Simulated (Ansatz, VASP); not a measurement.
One calculation of Fe2O3 (Hematite), two programs

```
CELL_PARAMETERS angstrom
2.38650 1.37785 4.43454
-2.38650 1.37785 4.43454
0.00000 -2.75570 4.43454
ATOMIC_POSITIONS crystal
Fe 0.34545 0.34545 0.34545
Fe 0.15455 0.15455 0.15455
Fe 0.65455 0.65455 0.65455
Fe 0.84545 0.84545 0.84545
O 0.56322 0.93678 0.25000
O 0.25000 0.56322 0.93678
O 0.93678 0.25000 0.56322
O 0.43678 0.06322 0.75000
O 0.75000 0.43678 0.06322
O 0.06322 0.75000 0.43678
```

Alike in both runs: functional PBE; k mesh 6 × 6 × 6; occupations gaussian, width 0.05 eV; collinear spin.

Ansatz relaxed the structure, and its values are those at the end. VASP's run is a single point on that final structure, the one shown.

|  | VASP | Ansatz |
| --- | --- | --- |
| version | VASP 6.6.1 | Ansatz 0.2.0 |
| potentials or method | VASP PAW PBE potentials, release 64 (Fe, O) | scalar-relativistic, plane waves, PAW |
| plane-wave cutoff (eV) | 520 | 420 |
| valence electrons in the cell | 68 | 100 |

Ansatz gave:

```
gap on the k mesh at the Fermi level (eV)                     : none
pressure (GPa)                                                : 0.0
rms of the force components (eV/Å)                            : 0.000
net moment per atom (μB)                                      : 0.40
size of the moment on the site where the two differ most (μB) : 0.86
```

Problem. Which values does VASP return?

Solution. gap on the k mesh at the Fermi level (eV): none; pressure (GPa): 1.6; rms of the force components (eV/Å): 0.018; net moment per atom (μB): 0.40; size of the moment on the site where the two differ most (μB): 0.94.

Site moments also hang on the region over which each program counts them. A gap of «none» marks a metal or a gap that the smearing closes. The functional is the same, so the differences come from potentials, cutoffs and numerics. The two sets of potentials don't hold the same shells in valence. Ansatz warned: «given_moment_on_shells».

Caveats: the moment fell far below its start of 5 μB, so a state of higher moment may lie lower in energy (VASP); semilocal functionals often make such compounds metallic where correlation or magnetic order opens a gap, which also shifts bond lengths. With open d or f shells a metallic result of PBE can be an artefact of self-interaction; +U or a hybrid may open a gap.
